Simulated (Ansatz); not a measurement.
# Y2COS MXene monolayer in a perpendicular field, part 2 of 2

Aim: how the Y2COS MXene monolayer screens a field along its normal, and what the field does to its bands. A positive field points along +c.

Ansatz 0.2.0; plane-wave DFT, PBEsol-D3(BJ), Ansatz PAW (the session's first sound run).

So far, equivalent conductor thickness p/(ε₀AE) (Å): step 8 (response, atoms held, PBEsol D3(BJ)) 6.88; step 11 (LDA) 6.90; step 14 (PBE) 6.90; step 17 (r2SCAN) 6.83.

## 18. Same geometry, cutoff 420 eV, functional HSE06

This step: plane-wave DFT, HSE06, Ansatz PAW (Ansatz 0.2.0).

The geometry is kept and the functional is HSE06; other changes against the main runs: SCF threshold 1.0e-10 → 1.0e-09 eV, k-mesh 18×18×1 → 6×6×1 and no dispersion term, which doesn't act on the electrons.

Contents of input.yaml:

```yaml
crystal:
  lattice:
    - [3.5629269695, 0.0, 0.0]
    - [-1.7814634847, 3.0855852674, 0.0]
    - [0.0, 0.0, 23.4415356541]
  atoms:
    - { symbol: S, position: [0.3333333333, 0.6666666667, 0.3839338912] }
    - { symbol: "Y", position: [0.6666666667, 0.3333333333, 0.4537880957] }
    - { symbol: C, position: [0.0, 0.0, 0.511255055] }
    - { symbol: "Y", position: [0.3333333333, 0.6666666667, 0.5865128412] }
    - { symbol: O, position: [0.6666666667, 0.3333333333, 0.6160661088] }
kpoints:
  mp_grid: { grid: [6, 6, 1] }
hamiltonian:
  xc: hse06
scf:
  occupations: { method: fermi_dirac, width: 0.05 }
  convergence: { dr2_threshold: 1.0e-09 }
efield:
  axis: 3
  dipole_correction: true
  ramp_position: 0.9534
  ramp_width: 0.0999
  amplitude: 0.1
output:
  write_potential: true
  write_density: true
  volumetric_format: npy
```

The run is started by

```bash
$ ansatz run input.yaml --threads 4 --pin off --max-ram 6144MiB --backend cpu --events-out ev --progress --plain --runs-dir out
```

Run time: 23 s. Hardware: 4 threads of Intel Xeon Platinum 8488C (Sapphire Rapids), shared host; peak memory 3.4 GiB.

The dipole is 0.136 e·Å.

## 19. Same geometry, cutoff 420 eV, functional HSE06 (run 2)

input.yaml, as its differences from that of step 18:

```diff
@@ -23,3 +23,3 @@
   ramp_width: 0.0999
-  amplitude: 0.1
+  amplitude: -0.1
 output:
```

Elapsed: 25 s, on 4 threads; peak memory 3.4 GiB; 91 s of CPU time.

The dipole is 0.0529 e·Å.

## 20. The series together

Times are for 4 threads of Intel Xeon Platinum 8488C (Sapphire Rapids), shared host. The series side by side:

```tsv
no.	functional	field	dipole along the normal (e·Å)	time	memory (GiB)
1	lda	0.1 V/Å	0.1218	1.9 s	0.53
2	lda	-0.1 V/Å	0.03788	1.7 s	0.54
3	pbe	0.1 V/Å	0.1322	1.7 s	0.55
4	pbe	-0.1 V/Å	0.04845	1.9 s	0.55
5	r2scan	0.1 V/Å	0.1387	4.2 s	0.98
6	r2scan	-0.1 V/Å	0.05577	3.9 s	0.99
7	hse06	0.1 V/Å	0.1355	23 s	3.4
8	hse06	-0.1 V/Å	0.05292	25 s	3.4
```

## 21. Response at this level

This step: plane-wave DFT, HSE06, Ansatz PAW; response to a field along the normal, atoms held (Ansatz 0.2.0).

The induced dipole is that of a conductor 6.80 Å thick.

## 22. The same run with other settings

This step: plane-wave DFT, PBEsol-D3(BJ), Ansatz PAW (Ansatz 0.2.0).

An input spoilt on purpose, to show how the run answers: it repeats the earlier run at 0.1 V/Å with efield.axis from 3 to 1, and scf.max_iter set to 80.

input.yaml, the sections that differ from step 19:

```yaml
kpoints:
  mp_grid: { grid: [18, 18, 1] }
  band_path:
    path: [[0, 0, 0], [0.5, 0, 0], [0.33333333, 0.33333333, 0], [0, 0, 0]]
    npoints: 16
hamiltonian:
  xc: pbesol
  dispersion: d3bj
scf:
  occupations: { method: fermi_dirac, width: 0.05 }
  convergence: { dr2_threshold: 1.0e-10 }
  max_iter: 80
efield:
  axis: 1
  dipole_correction: true
  ramp_position: 0.9534
  ramp_width: 0.0999
  amplitude: 0.1
# crystal, output: as in step 19
```

The job ended after 0.4 s (4 threads; peak memory 0.48 GiB).

The program refused the input before any cycle.

The program's message: “Error: efield: ion 2 (C) at fractional coordinate 0.0000 along the field axis lies inside the sawtooth ramp with 2 of the planes that the density is read on at each end, [0.8701, 0.1366] — the ramp mu …”

The fault put into the input: the field along an axis without vacuum.

## 23. A changed input: scf.lower_state_search = "standard" and basis.xc_grid = 1

Another changed input: it repeats the earlier run at 0.1 V/Å with scf.lower_state_search to standard and basis.xc_grid to 1.

input.yaml, as its differences from that of step 22:

```diff
@@ -22,5 +22,5 @@
   convergence: { dr2_threshold: 1.0e-10 }
-  max_iter: 80
+  lower_state_search: standard
 efield:
-  axis: 1
+  axis: 3
   dipole_correction: true
@@ -33 +33,3 @@
   volumetric_format: npy
+basis:
+  xc_grid: 1
```

The job ended after 9 s (4 threads; peak memory 0.69 GiB; 34 s of CPU time).

Numbers from this step:

```yaml
energy_at_zero_smearing: -9287.1314 eV
dipole_along_the_normal: 0.1278 e·Å
```

Electronic bands along the path, in eV, zero at the Fermi level:

```tsv
point	band 16	band 17	band 18	band 19	band 20	band 21	band 22	band 23
Γ	-0.79	-0.79	-0.09	0.97	0.97	3.88	4.21	4.21
halfway	-1.66	-0.83	-0.77	0.19	0.34	3.12	4.68	5.06
M	-1.65	-1.12	-1.00	-0.26	0.25	2.58	4.95	5.26
halfway	-1.62	-1.41	-0.92	-0.59	-0.16	3.35	4.77	5.21
K	-1.83	-1.46	-1.19	-0.71	-0.34	3.97	5.00	5.10
halfway	-1.81	-1.03	-0.71	-0.18	0.21	3.76	3.95	5.10
Γ	-0.79	-0.79	-0.09	0.97	0.97	3.88	4.21	4.21
```

```tsv
quantity	this run	earlier run	difference
dipole along the normal (e·Å)	0.1278	0.1278	0
```

The dipole moves by under 0.5 % or 5e-5 e·Å.

Of the bands kept, 3 cross the Fermi level on this path.

## 24. Outcome

| Property | Result |
| --- | --- |
| gap without field | none |
| work function, upper face | 5.34 eV |
| step between the vacuum levels | -1.42 eV |
| equivalent conductor thickness, atoms held | 6.88 Å |
| equivalent conductor thickness, LDA | 6.90 Å |
| equivalent conductor thickness, PBE | 6.90 Å |
| equivalent conductor thickness, r2SCAN | 6.83 Å |
| equivalent conductor thickness, HSE06 | 6.80 Å |

What this shows: The induced dipole equals that of a perfect conductor 6.88 Å thick, while the outer atoms lie 5.44 Å apart. The two faces differ: the vacuum level above lies 1.42 eV lower than the one below. Across the functionals the thickness runs from 6.80 to 6.90 Å; those runs use a coarser k-mesh, so they are to be compared with each other. There is no gap over 0.03 eV, with or without the field. The main runs have no spin polarisation; a magnetic state could lie lower and would change these results. Spin-orbit coupling is left out. The MXene's terminations sit over the metal atoms of its far layer; the site over carbon or nitrogen, which some compounds prefer, was not run. With this functional, D3(BJ) tends to leave the relaxed cell short of measured lattice constants, by some per cent.

[Logs are printed without paths, hosts, clocks, repeated set-up lines and the standing remarks that a program may print on its own settings, such as how far it seeks lower states.]

[Hosts, paths, dates, database ids (printed as entryN), source tags and the programs' standing remarks are cut or masked in the printed files.]

[Maps of the electrostatic potential energy from Ansatz leave out the sawtooth potential of an applied field or a dipole correction, so their vacuum need not be flat; planar profiles and work functions include it.]
